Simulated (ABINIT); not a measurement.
## NaCl (Fm-3m): G0W0 in ABINIT against the bands in the self-energy

Aim: move the bands in the self-energy of a G0W0 run on NaCl (Fm-3m) over a wide range.

Main program and level: ABINIT 10.8.3; PBE and many-body steps on it, plane waves.

The database entry behind the starting cell differs from later determinations by our own check (an axis about 0.4 % short against later determinations), so it need not match the best structure at ambient conditions.

**1. The structure**

Symmetry: Fm-3m, No. 225, cubic system. The conventional cell has a = 5.620 Å, b = 5.620 Å, c = 5.620 Å, α = 90.00°, β = 90.00°, γ = 90.00°. Nearest to Na lie 6 Cl at 2.81 Å. Nearest to Cl lie 6 Na at 2.81 Å. Farther neighbours and most contacts between anions are not listed.

The cell and positions come from the Crystallography Open Database and are kept as given unless a step says otherwise.

**2. Screening, 4×4×4 mesh, 293 bands, screening to 272.1 eV**

This step: ABINIT 10.8.3; RPA screening on PBE, plane waves, norm-conserving pseudopotentials.

The RPA dielectric matrix is built and inverted for each q.

Contents of run.abi:

```
acell 3*1.0 Angstrom
rprim 
  0.000000000000 2.810000000000 2.810000000000
  2.810000000000 0.000000000000 2.810000000000
  2.810000000000 2.810000000000 0.000000000000
ntypat 2
znucl 11 17
natom 2
typat 1 2
xred 
  0.000000000000 0.000000000000 0.000000000000
  0.500000000000 0.500000000000 0.500000000000
pp_dirpath "pseudos"
pseudos "Na.upf, Cl.upf"
ecut 38
ngkpt 4 4 4
nshiftk 1
shiftk 0 0 0
kptopt 1
chksymbreak 0
istwfk *1
occopt 1
irdwfk 1
optdriver 3
nband 293
ecuteps 10
inclvkb 2
awtr 1
symchi 1
indata_prefix "in"
outdata_prefix "out"
tmpdata_prefix "tmp"
```

Run with:

```
$ OMP_NUM_THREADS=1 mpirun -n 4 abinit run.abi > log
```

Log:

```text
.Version 10.8.3 of ABINIT. v10.8.2 released Aug 2026.

 Symmetries : space group Fm -3 m (#225); Bravais cF (face-center cubic)
[... echo of the input left out ...]
== DATASET  1 ==================================================================
-   mpi_nproc: 4, omp_nthreads: 1 (-1 if OMP is not activated)

--- !DatasetInfo
iteration_state: {dtset: 1, }
dimensions: {natom: 2, nkpt: 8, mband: 293, nsppol: 1, nspinor: 1, nspden: 1, mpw: 3383, }
cutoff_energies: {ecut:  38.0, pawecutdg:  -1.0, }
electrons: {nelect:   1.60000000E+01, charge:   0.00000000E+00, occopt:   1.00000000E+00, tsmear:   1.00000000E-02, }

 SCREENING: Calculation of the susceptibility and dielectric matrices

 Based on a program developped by R.W. Godby, V. Olevano, G. Onida, and L. Reining.
 Incorporated in ABINIT by V. Olevano, G.-M. Rignanese, and M. Torrent.
.Using double precision arithmetic ; gwpc =  8

[... cell and pseudopotentials left out ...]
--------------------------------------------------------------------------------

 ==== K-mesh for the wavefunctions ====
 Number of points in the irreducible wedge :     8
[... list of points left out ...]
 Together with 48 symmetry operations and time-reversal symmetry
 yields    64 points in the full Brillouin Zone.

 ==== Q-mesh for the screening function ====
 Number of points in the irreducible wedge :     8
[... list of points left out ...]
 Together with 48 symmetry operations and time-reversal symmetry
 yields    64 points in the full Brillouin Zone.

 setmesh: FFT mesh size selected  =    32x   32x   32
          total number of points  =        32768

 vcoul_init : cutoff-mode = AUXILIARY_FUNCTION
 q-points for optical limit:   1
     1)      0.000010    0.000020    0.000030

- screening: taking advantage of time-reversal symmetry
- Maximum band index for partially occupied states nbvw = 8
- Remaining bands to be divided among processors   nbcw = 285
- Number of bands treated by each node ~71

 Number of electrons calculated from density =   16.0000; Expected =   16.0000
 average of density, n =  0.053429
 r_s =    1.6471
 omega_plasma =   22.2968 [eV]

 calculating chi0 at frequencies [eV] :
  1    0.000000E+00    0.000000E+00
  2    0.000000E+00    2.229681E+01

--------------------------------------------------------------------------------
  q-point number  1        q = ( 0.000000, 0.000000, 0.000000) [r.l.u.]
--------------------------------------------------------------------------------
[... chi0 elements left out ...]
 For q-point:  0.000010 0.000020 0.000030
  dielectric constant =   2.3848
  dielectric constant without local fields =   2.8013

  Average fulfillment of the sum rule on Im[epsilon] for q-point    1 :     85.43  [%]
[... wings left out ...]
  q-point number  2        q = ( 0.250000, 0.000000, 0.000000) [r.l.u.]
--------------------------------------------------------------------------------
[... chi0 elements left out ...]
  Average fulfillment of the sum rule on Im[epsilon] for q-point    2 :     89.98  [%]

 [... 6 further q-points ...]
```

It took 1.8 min on 4 MPI ranks of Arm Neoverse V1, shared host; peak memory 1.8 GiB; 7.2 min of CPU time.

This step gave:

```yaml
eps_infinity_with_local_fields_on_this_mesh_along_the_program_s_q_direction: 2.385
the_same_without_local_fields: 2.801
plasma_frequency: 22.30 eV
plane_waves_in_the_screening_matrix: 459
```

Local fields lower ε∞ by 15 %. On a Γ-centred mesh this coarse the value itself is usually too large, while a short band sum pulls it down.

**3. 16 bands**

This step: G0W0 on PBE, plane waves, norm-conserving pseudopotentials.

Changes to run.abi since step 2:

```diff
@@ -23,8 +23,15 @@
 irdwfk 1
-optdriver 3
-nband 293
+optdriver 4
+nband 16
+gwcalctyp 0
+ecutsigx 38
+symsigma 1
+nkptgw 1
+kptgw 
+  0.0000000000 0.0000000000 0.0000000000
+bdgw 
+  6 12
 ecuteps 10
-inclvkb 2
-awtr 1
-symchi 1
+irdscr 1
+ppmodel 1
 indata_prefix "in"
```

Log:

```text
.Version 10.8.3 of ABINIT. v10.8.2 released Aug 2026.

 Symmetries : space group Fm -3 m (#225); Bravais cF (face-center cubic)
[... echo of the input left out ...]
== DATASET  1 ==================================================================
-   mpi_nproc: 4, omp_nthreads: 1 (-1 if OMP is not activated)

--- !DatasetInfo
iteration_state: {dtset: 1, }
dimensions: {natom: 2, nkpt: 8, mband: 16, nsppol: 1, nspinor: 1, nspden: 1, mpw: 3383, }
cutoff_energies: {ecut:  38.0, pawecutdg:  -1.0, }
electrons: {nelect:   1.60000000E+01, charge:   0.00000000E+00, occopt:   1.00000000E+00, tsmear:   1.00000000E-02, }

 SIGMA: Calculation of the GW corrections

 Based on a program developped by R.W. Godby, V. Olevano, G. Onida, and L. Reining.
 Incorporated in ABINIT by V. Olevano, G.-M. Rignanese, and M. Torrent.
.Using double precision arithmetic ; gwpc =  8

[... cell and pseudopotentials left out ...]
--------------------------------------------------------------------------------

 ==== K-mesh for the wavefunctions ====
 Number of points in the irreducible wedge :     8
[... list of points left out ...]
 Together with 48 symmetry operations and time-reversal symmetry
 yields    64 points in the full Brillouin Zone.

 ==== Q-mesh for screening function ====
 Number of points in the irreducible wedge :     8
[... list of points left out ...]
 Together with 48 symmetry operations and time-reversal symmetry
 yields    64 points in the full Brillouin Zone.

 vcoul_init : cutoff-mode = AUXILIARY_FUNCTION
 q-points for optical limit:   1
     1)      0.000010    0.000020    0.000030
 setmesh: FFT mesh size selected  =    45x   45x   45
          total number of points  =        91125

 Number of electrons calculated from density =   16.0000; Expected =   16.0000
 average of density, n =  0.053429
 r_s =    1.6471
 omega_plasma =   22.2968 [eV]

 === KS Band Gaps ===
  >>>> For spin  1
   Minimum direct gap =   5.1497 [eV], located at k-point      :   0.0000  0.0000  0.0000
   Fundamental gap    =   5.1497 [eV], Top of valence bands at :   0.0000  0.0000  0.0000
                                       Bottom of conduction at :   0.0000  0.0000  0.0000
 SIGMA fundamental parameters:
 PLASMON POLE MODEL  1
 number of plane-waves for SigmaX                 3383
 number of plane-waves for SigmaC and W            459
 number of plane-waves for wavefunctions          3383
 number of bands                                    16
 number of independent spin polarizations            1
 number of spinorial components                      1
 number of k-points in IBZ                           8
 number of q-points in IBZ                           8
 number of symmetry operations                      48
 number of k-points in BZ                           64
 number of q-points in BZ                           64
 number of frequencies for dSigma/dE                 9
 frequency step for dSigma/dE [eV]                0.25
 number of omega for Sigma on real axis              0
 max omega for Sigma on real axis  [eV]           0.00
 zcut for avoiding poles [eV]                     0.10

 EPSILON^-1 parameters (SCR file):
 dimension of the eps^-1 matrix on file            459
 dimension of the eps^-1 matrix used               459
 number of plane-waves for wavefunctions          3383
 number of bands                                   293
 number of q-points in IBZ                           8
 number of frequencies                               2
 number of real frequencies                          1
 number of imag frequencies                          1

 matrix elements of self-energy operator (all in [eV])

 Perturbative Calculation

--- !SelfEnergy_ee
iteration_state: {dtset: 1, }
kpoint     : [   0.000,    0.000,    0.000, ]
spin       : 1
KS_gap     :    5.150
QP_gap     :    7.618
Delta_QP_KS:    2.469
data: !SigmaeeData |
     Band     E0 <VxcDFT>   SigX SigC(E0)      Z dSigC/dE  Sig(E)    E-E0       E
        6  -0.539 -14.493 -18.927   3.244   0.824  -0.213 -15.474  -0.981  -1.519
        7  -0.539 -14.493 -18.927   3.244   0.824  -0.213 -15.474  -0.981  -1.519
        8  -0.539 -14.493 -18.927   3.244   0.824  -0.213 -15.474  -0.981  -1.519
        9   4.611  -8.178  -4.163  -2.313   0.874  -0.144  -6.690   1.488   6.099
       10  10.523  -8.376  -3.599  -2.044   0.877  -0.140  -5.979   2.397  12.920
       11  10.523  -8.376  -3.599  -2.044   0.877  -0.140  -5.979   2.397  12.920
       12  10.523  -8.376  -3.599  -2.044   0.877  -0.140  -5.979   2.397  12.920

== END DATASET(S) ==============================================================
================================================================================

 -outvars: echo values of variables after computation  --------
           etotal      0.0000000000E+00
            nband          16
             nkpt           8
          spgroup         225
 [... the other variables as echoed above ...]

 Calculation completed.
```

Wall time 5 s (4 MPI ranks); peak memory 0.9 GiB.

This step gave:

```yaml
g0w0_gap_on_the_points_computed: 7.618 eV
starting_gap_on_the_mesh: 5.150 eV
k_of_the_valence_top: 0, 0, 0
k_of_the_conduction_bottom: 0, 0, 0
z_at_the_valence_top: 0.824
z_at_the_conduction_bottom: 0.874
least_direct_g0w0_gap_on_the_computed_points: 7.618 eV
```

**4. 17 bands**

Changes to run.abi since step 3:

```diff
@@ -24,3 +24,3 @@
 optdriver 4
-nband 16
+nband 17
 gwcalctyp 0
```

Log:

```text
.Version 10.8.3 of ABINIT. v10.8.2 released Aug 2026.

 Symmetries : space group Fm -3 m (#225); Bravais cF (face-center cubic)
[... echo of the input left out ...]
== DATASET  1 ==================================================================
-   mpi_nproc: 4, omp_nthreads: 1 (-1 if OMP is not activated)

--- !DatasetInfo
iteration_state: {dtset: 1, }
dimensions: {natom: 2, nkpt: 8, mband: 17, nsppol: 1, nspinor: 1, nspden: 1, mpw: 3383, }
cutoff_energies: {ecut:  38.0, pawecutdg:  -1.0, }
electrons: {nelect:   1.60000000E+01, charge:   0.00000000E+00, occopt:   1.00000000E+00, tsmear:   1.00000000E-02, }

 SIGMA: Calculation of the GW corrections

 Based on a program developped by R.W. Godby, V. Olevano, G. Onida, and L. Reining.
 Incorporated in ABINIT by V. Olevano, G.-M. Rignanese, and M. Torrent.
.Using double precision arithmetic ; gwpc =  8

[... cell and pseudopotentials left out ...]
--------------------------------------------------------------------------------

 ==== K-mesh for the wavefunctions ====
 Number of points in the irreducible wedge :     8
[... list of points left out ...]
 Together with 48 symmetry operations and time-reversal symmetry
 yields    64 points in the full Brillouin Zone.

 ==== Q-mesh for screening function ====
 Number of points in the irreducible wedge :     8
[... list of points left out ...]
 Together with 48 symmetry operations and time-reversal symmetry
 yields    64 points in the full Brillouin Zone.

 vcoul_init : cutoff-mode = AUXILIARY_FUNCTION
 q-points for optical limit:   1
     1)      0.000010    0.000020    0.000030
 setmesh: FFT mesh size selected  =    45x   45x   45
          total number of points  =        91125

 Number of electrons calculated from density =   16.0000; Expected =   16.0000
[...]
number of q-points in BZ                           64
 number of frequencies for dSigma/dE                 9
 frequency step for dSigma/dE [eV]                0.25
 number of omega for Sigma on real axis              0
 max omega for Sigma on real axis  [eV]           0.00
 zcut for avoiding poles [eV]                     0.10

 EPSILON^-1 parameters (SCR file):
 dimension of the eps^-1 matrix on file            459
 dimension of the eps^-1 matrix used               459
 number of plane-waves for wavefunctions          3383
 number of bands                                   293
 number of q-points in IBZ                           8
 number of frequencies                               2
 number of real frequencies                          1
 number of imag frequencies                          1

 matrix elements of self-energy operator (all in [eV])

 Perturbative Calculation

--- !SelfEnergy_ee
iteration_state: {dtset: 1, }
kpoint     : [   0.000,    0.000,    0.000, ]
spin       : 1
KS_gap     :    5.150
QP_gap     :    7.622
Delta_QP_KS:    2.472
data: !SigmaeeData |
     Band     E0 <VxcDFT>   SigX SigC(E0)      Z dSigC/dE  Sig(E)    E-E0       E
        6  -0.539 -14.493 -18.927   3.177   0.823  -0.214 -15.528  -1.034  -1.573
        7  -0.539 -14.493 -18.927   3.177   0.823  -0.214 -15.528  -1.034  -1.573
        8  -0.539 -14.493 -18.927   3.177   0.823  -0.214 -15.528  -1.034  -1.573
        9   4.611  -8.178  -4.163  -2.368   0.873  -0.145  -6.740   1.438   6.049
       10  10.523  -8.376  -3.599  -2.148   0.874  -0.144  -6.078   2.298  12.822
       11  10.523  -8.376  -3.599  -2.148   0.874  -0.144  -6.078   2.298  12.822
       12  10.523  -8.376  -3.599  -2.148   0.874  -0.144  -6.078   2.298  12.822

== END DATASET(S) ==============================================================
================================================================================

 -outvars: echo values of variables after computation  --------
           etotal      0.0000000000E+00
            nband          17
             nkpt           8
          spgroup         225
 [... the other variables as echoed above ...]

 Calculation completed.
```

The job ended after 5.5 s (4 MPI ranks; peak memory 0.9 GiB).

This step gave:

```
G0W0 gap on the points computed              : 7.622 eV
starting gap on the mesh                     : 5.150 eV
k of the valence top                         : 0, 0, 0
k of the conduction bottom                   : 0, 0, 0
Z at the valence top                         : 0.823
Z at the conduction bottom                   : 0.873
least direct G0W0 gap on the computed points : 7.622 eV
```

**5. 33 bands**

Changes to run.abi since step 4:

```diff
@@ -24,3 +24,3 @@
 optdriver 4
-nband 17
+nband 33
 gwcalctyp 0
```

Log:

```text
.Version 10.8.3 of ABINIT. v10.8.2 released Aug 2026.

 Symmetries : space group Fm -3 m (#225); Bravais cF (face-center cubic)
[... echo of the input left out ...]
== DATASET  1 ==================================================================
-   mpi_nproc: 4, omp_nthreads: 1 (-1 if OMP is not activated)

--- !DatasetInfo
iteration_state: {dtset: 1, }
dimensions: {natom: 2, nkpt: 8, mband: 33, nsppol: 1, nspinor: 1, nspden: 1, mpw: 3383, }
cutoff_energies: {ecut:  38.0, pawecutdg:  -1.0, }
electrons: {nelect:   1.60000000E+01, charge:   0.00000000E+00, occopt:   1.00000000E+00, tsmear:   1.00000000E-02, }

 SIGMA: Calculation of the GW corrections

 Based on a program developped by R.W. Godby, V. Olevano, G. Onida, and L. Reining.
 Incorporated in ABINIT by V. Olevano, G.-M. Rignanese, and M. Torrent.
.Using double precision arithmetic ; gwpc =  8

[... cell and pseudopotentials left out ...]
--------------------------------------------------------------------------------

 ==== K-mesh for the wavefunctions ====
 Number of points in the irreducible wedge :     8
[... list of points left out ...]
 Together with 48 symmetry operations and time-reversal symmetry
 yields    64 points in the full Brillouin Zone.

 ==== Q-mesh for screening function ====
 Number of points in the irreducible wedge :     8
[... list of points left out ...]
 Together with 48 symmetry operations and time-reversal symmetry
 yields    64 points in the full Brillouin Zone.

 vcoul_init : cutoff-mode = AUXILIARY_FUNCTION
 q-points for optical limit:   1
     1)      0.000010    0.000020    0.000030
 setmesh: FFT mesh size selected  =    45x   45x   45
          total number of points  =        91125

 Number of electrons calculated from density =   16.0000; Expected =   16.0000
[...]
number of q-points in BZ                           64
 number of frequencies for dSigma/dE                 9
 frequency step for dSigma/dE [eV]                0.25
 number of omega for Sigma on real axis              0
 max omega for Sigma on real axis  [eV]           0.00
 zcut for avoiding poles [eV]                     0.10

 EPSILON^-1 parameters (SCR file):
 dimension of the eps^-1 matrix on file            459
 dimension of the eps^-1 matrix used               459
 number of plane-waves for wavefunctions          3383
 number of bands                                   293
 number of q-points in IBZ                           8
 number of frequencies                               2
 number of real frequencies                          1
 number of imag frequencies                          1

 matrix elements of self-energy operator (all in [eV])

 Perturbative Calculation

--- !SelfEnergy_ee
iteration_state: {dtset: 1, }
kpoint     : [   0.000,    0.000,    0.000, ]
spin       : 1
KS_gap     :    5.150
QP_gap     :    7.860
Delta_QP_KS:    2.711
data: !SigmaeeData |
     Band     E0 <VxcDFT>   SigX SigC(E0)      Z dSigC/dE  Sig(E)    E-E0       E
        6  -0.539 -14.493 -18.927   2.383   0.814  -0.228 -16.163  -1.669  -2.208
        7  -0.539 -14.493 -18.927   2.383   0.814  -0.228 -16.163  -1.669  -2.208
        8  -0.539 -14.493 -18.927   2.383   0.814  -0.228 -16.163  -1.669  -2.208
        9   4.611  -8.178  -4.163  -2.812   0.866  -0.155  -7.136   1.042   5.653
       10  10.523  -8.376  -3.599  -2.862   0.860  -0.163  -6.729   1.647  12.170
       11  10.523  -8.376  -3.599  -2.862   0.860  -0.163  -6.729   1.647  12.170
       12  10.523  -8.376  -3.599  -2.862   0.860  -0.163  -6.729   1.647  12.170

== END DATASET(S) ==============================================================
================================================================================

 -outvars: echo values of variables after computation  --------
           etotal      0.0000000000E+00
            nband          33
             nkpt           8
          spgroup         225
 [... the other variables as echoed above ...]

 Calculation completed.
```

Wall time 7.7 s (4 MPI ranks); peak memory 0.93 GiB.

This step gave:

* G0W0 gap on the points computed: 7.861 eV
* starting gap on the mesh: 5.150 eV
* k of the valence top: 0, 0, 0
* k of the conduction bottom: 0, 0, 0
* Z at the valence top: 0.814
* Z at the conduction bottom: 0.866
* least direct G0W0 gap on the computed points: 7.861 eV

(Part 1 of 2 ends here.)

[Paths, hosts, dates, memory and timing lines, banners, echoed tables and standing remarks are left out of the program output.]

[Logs are printed without paths, hosts, clocks, repeated set-up lines and the standing remarks that a program may print on its own settings, such as how far it seeks lower states.]

[Runs of the session that timed out or met a known fault of the program may be left out.]

[Hosts, paths, dates, database ids (printed as entryN), source tags and the programs' standing remarks are cut or masked in the printed files.]

[G0W0 gaps are taken among the corrected bands and points alone; a level outside them can change the order at an edge.]

[Where Ansatz stands beside ABINIT at settings called matched, ABINIT's density can come from a denser mesh and the files from another edition; pairs whose starting gaps differed by over 0.03 eV were left out, so agreement reads better than it is.]
